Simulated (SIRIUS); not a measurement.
Pd:

```xyz
1
Lattice="0.0000 1.9465 1.9465 1.9465 0.0000 1.9465 1.9465 1.9465 0.0000" Properties=species:S:1:pos:R:3 pbc="T T T"
Pd    0.0000    0.0000    0.0000
```

Base run:

- Program: SIRIUS 7.10.0
- Functional: PBE
- Potentials or basis: PseudoDojo 0.4 PBE stringent (scalar relativistic)
- Cutoff: 1127 eV
- Density cutoff: 4507 eV
- k mesh: 12 × 12 × 12
- Occupations: fermi-dirac, width 0.05 eV
- Spin: no spin polarisation

Its results: band gap on the k mesh none (metal or under the smearing width); pressure 6.9 GPa.

Q: The run is repeated on the same cell with these changes: potentials or basis from PseudoDojo 0.4 PBE stringent (scalar relativistic) to GBRV 1.5 PBE (ultrasoft); cutoff from 1127 eV to 557 eV; density cutoff from 4507 eV to 5442 eV; valence electrons from 18 to 16. What comes out?

A: Band gap on the k mesh none (metal or under the smearing width); pressure 7.6 GPa.

Caveats: this set's palladium file may shift the pressure by some GPa (some runs).
